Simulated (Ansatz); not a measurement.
Free-standing chains of the atoms of CoO, named by their start (strip: triangular double chain, ladder: square double chain); atoms and period are relaxed, and energies count from relaxed bulk CoO (Fm-3m, 9.58 Å³/atom, gap on the mesh 0.00 eV).

Theory: DFT PBE, scalar-relativistic, plane waves, PAW (Ansatz).

Cutoff 420 eV, Gaussian smearing of 0.05 eV, energies at zero smearing, symmetry of each start kept, collinear spin where a moment is listed.

| start | atoms | k mesh | excess energy (eV per host atom) | period (Å) | highest filled level or Fermi level under vacuum (eV) | size of the moment (μB per cell) |
| --- | --- | --- | --- | --- | --- | --- |
| linear chain | 2 | 1×1×17 | 0.545 | 3.465 | 4.77 | 3.00 |
| dimerised chain | 2 | 1×1×17 | 0.545 | 3.464 | 4.77 | 3.00 |
| zigzag chain | 2 | 1×1×19 | 0.545 | 3.430 | 4.96 | 3.00 |
| ladder chain | 4 | 1×1×17 | 0.267 | 3.520 | 4.94 | 4.24 |
| strip chain* | 2 | 1×1×32 | 0.546 | 3.432 | 4.96 | 3.00 |

Zero in every row: gap on the mesh (eV).

* ends far from its start.

Moments started parallel, and an antiferromagnetic order may lie lower.

Each run keeps its start's symmetry and one magnetic start, so lower states can exist. Rows stand on unlike meshes and boxes, so starts that end alike can differ by a few hundredths of an eV per atom.